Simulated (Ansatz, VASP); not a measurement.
## Os in VASP and in Ansatz

File INCAR:

```
SYSTEM = Os
PREC = Accurate
ENCUT = 520
EDIFF = 1E-8
ISMEAR = -1
SIGMA = 0.05
LREAL = .FALSE.
LASPH = .TRUE.
NELM = 80
ALGO = Normal
ISIF = 2
LWAVE = .FALSE.
LCHARG = .FALSE.
GGA = PS
LEFG = .TRUE.
NBANDS = 10
```

The input KPOINTS:

```
Automatic mesh
0
G
  14 14 14
  0 0 0
```

POSCAR

```
Os
1.0
    0.0000000000      1.9255500000      1.9450000000
    1.9255500000      0.0000000000      1.9450000000
    1.9255500000      1.9255500000      0.0000000000
Os
1
Direct
    0.0000000000      0.0000000000      0.0000000000
```

Input for Ansatz:

```yaml
crystal:
  lattice:
    - [0.0, 1.92555, 1.945]
    - [1.92555, 0.0, 1.945]
    - [1.92555, 1.92555, 0.0]
  atoms:
    - { symbol: Os, position: [0.0, 0.0, 0.0] }
kpoints:
  mp_grid: { grid: [14, 14, 14] }
scf:
  occupations: { method: fermi_dirac, width: 0.05 }
hamiltonian:
  xc: pbesol
  pseudopotentials: { kind: all_electron, datasets: crystal }
output:
  forces: true
  stress: true
  eigenvalues: true
  efg: { contact_densities: true }
```

Change from the starting cell: equal xx and yy strain of -1 %, crystal datasets.

Alike in both runs: task electric field gradients; functional PBEsol; k mesh 14 × 14 × 14; occupations fermi-dirac, width 0.05 eV; no spin polarisation.

|  | VASP | Ansatz |
| --- | --- | --- |
| version | VASP 6.6.1 | Ansatz 0.2.0 |
| potentials or method | VASP PAW PBE potentials, release 64 (Os) | all-electron PAW with datasets made for the crystal, scalar-relativistic |
| plane-wave cutoff (eV) | 520 | see its input |

VASP gave:

```
pressure (GPa)                                                 : -12.9
largest component of the traceless stress (GPa)                : 1.83
Vzz of the field gradient on the site that differs most (V/Å²) : 1.9
```

Which values does Ansatz return?

Pressure (GPa): -13.0; largest component of the traceless stress (GPa): 1.84; Vzz of the field gradient on the site that differs most (V/Å²): 0.2.

Ansatz ran all-electron here, so the differences hold the error of VASP's frozen core and of both bases. Ansatz warned: «gradients_without_spin_orbit».

Caveats: the PAW data sets were made with another functional, which shifts forces and pressure a little (VASP). The runs have no spin-orbit coupling, so splittings on Os are missing.
